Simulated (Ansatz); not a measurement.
# A C vacancy in 4H SiC, 255 atoms, charge +1

Aim: let the atoms about the defect relax, then find its formation energy, its levels in the gap and its spin by PBEsol.

Program: Ansatz 0.2.0, PAW, plane waves. These are calculated values, not measurements.

1 further run of the same task is left out (set aside as unsound or not needed).

**1. The system as built**

255 atoms (128 Si, 127 C); a = 12.312 Å, b = 10.663 Å, c = 20.152 Å, α = 90.00°, β = 90.00°, γ = 90.00°. All atoms were shaken off their sites by about 0.02 Å along each axis. Defect site 1: (0.500, 0.333, 0.469). Starting moments add up to 1 μB.

Plan of the steps: (2) PBEsol relaxation at the single k point (¼, ¼, ¼), on 1 × NVIDIA GB300 Max-Q with 32 threads of Arm Neoverse-V2.

**2. Relaxation of the positions (PBEsol)**

Contents of in.yaml:

```yaml
crystal:
  lattice:
    - [12.312272, 0.000000, 0.000000]
    - [0.000000, 10.662740, 0.000000]
    - [0.000000, 0.000000, 20.151893]
  atoms:
    - { symbol: Si, position: [0.997838, 0.999673, 0.250745] }
    - { symbol: Si, position: [0.999432, 0.000254, 0.748075] }
    - { symbol: Si, position: [0.247853, 0.000826, 0.251684] }
    - { symbol: Si, position: [0.251596, 0.997509, 0.750369] }
    # ... 74 atom lines left out here ...
    - { symbol: Si, position: [0.502105, 0.331929, 0.375866], spin: 0.25 }
    # ... 27 atom lines left out here ...
    - { symbol: Si, position: [0.375234, 0.252110, 0.500564], spin: 0.25 }
    # ... 7 atom lines left out here ...
    - { symbol: Si, position: [0.625265, 0.251741, 0.501422], spin: 0.25 }
    # ... 1 atom line left out here ...
    - { symbol: Si, position: [0.501426, 0.498793, 0.500433], spin: 0.25 }
    # ... 63 atom lines left out here ...
    - { symbol: C, position: [0.500857, 0.500726, 0.344052] }
    # ... 47 atom lines left out here ...
    - { symbol: C, position: [0.373988, 0.084695, 0.468450] }
    # ... 1 atom line left out here ...
    - { symbol: C, position: [0.250432, 0.330345, 0.469777] }
    # ... 8 atom lines left out here ...
    - { symbol: C, position: [0.378277, 0.580483, 0.469561] }
    # ... 7 atom lines left out here ...
    - { symbol: C, position: [0.625338, 0.582416, 0.469139] }
    # ... 7 atom lines left out here ...
  symmetry: { detect: false }
kpoints:
  mp_grid: { grid: [1, 1, 1], shift: [0.25, 0.25, 0.25] }
hamiltonian:
  xc: pbesol
total_charge: 1
magnetization:
  spin_polarized: true
scf:
  occupations: { method: fermi_dirac, width: 0.01 }
relax:
  f_tol: 0.03
  max_steps: 80
  escape_saddle: false
  adjacent_minimum: "off"
output:
  forces: true
  eigenvalues: true
  populations: true
  charged_corrections: { epsilon: 9.7 }
```

Run with:

```bash
$ ansatz run in.yaml --threads 32 --pin off --max-ram 171000MiB --runs-dir r --events-out ev --progress --plain --backend cuda --devices 0,
```

What does the calculation give? Wanted: for each run, formation energy; host gap; top filled to lowest empty; moment.

The runs gave:

```
             level        time  formation energy (eV)  host gap (eV)  top filled to lowest empty (eV)  moment (μB)
PBEsol, relaxation  91 s (GPU)                   3.27           2.11                             0.41         1.00
```

```
            quantity                             value
          relaxation  9 recorded steps, 4.38 eV gained
       largest shift                     0.13 Å (Si79)
largest local moment                    +0.28 μB on Si
```

**What this shows.** Relaxation gains 4.38 eV, with shifts up to 0.13 Å (Si79). The host's edges were read at Γ, so band-like levels at this k point need not coincide with them. One k point and a cell of this size can leave errors of several tenths of an eV. The dielectric constant of 9.7 in the correction is an assumed value.
